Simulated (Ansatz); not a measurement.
Input of an Ansatz 0.2.0 run:

The input input.yaml:

```yaml
crystal:
  lattice:
    - [1.70790572, 0.98605982, 4.15574749]
    - [-1.70790572, 0.98605982, 4.15574749]
    - [0.0, -1.97211965, 4.15574749]
  atoms:
    - { symbol: Mn, position: [0.5, 0.5, 0.5], spin: 4.0 }
    - { symbol: Sb, position: [0.0, 0.0, 0.0] }
kpoints:
  mp_grid: { grid: [9, 9, 9] }
scf:
  occupations: { method: fermi_dirac, width: 0.05 }
hamiltonian:
  xc: pbe
  pseudopotentials: { kind: all_electron, lapw: { basis_error: 0.001 } }
magnetization:
  spin_polarized: true
output:
  forces: true
  stress: true
  eigenvalues: true
  populations: true
```

Potentials or basis: all-electron LAPW, scalar-relativistic.

The run is started by

```sh
$ ansatz run input.yaml --threads 2 --pin off --max-ram 6144MiB --backend cpu --events-out ev --progress --plain --runs-dir out
```

(1) What does it give for the Loewdin charges?

(2) Predict the absolute moment.

(3) Predict the band gap on the k mesh.

Answers

(1) Mn +0.64; Sb -0.45 e.

(2) 3.99 μB per cell.

(3) none (metal or under the smearing width).

Caveat: a cell with one magnetic atom can't hold antiferromagnetic order, which such compounds often take.
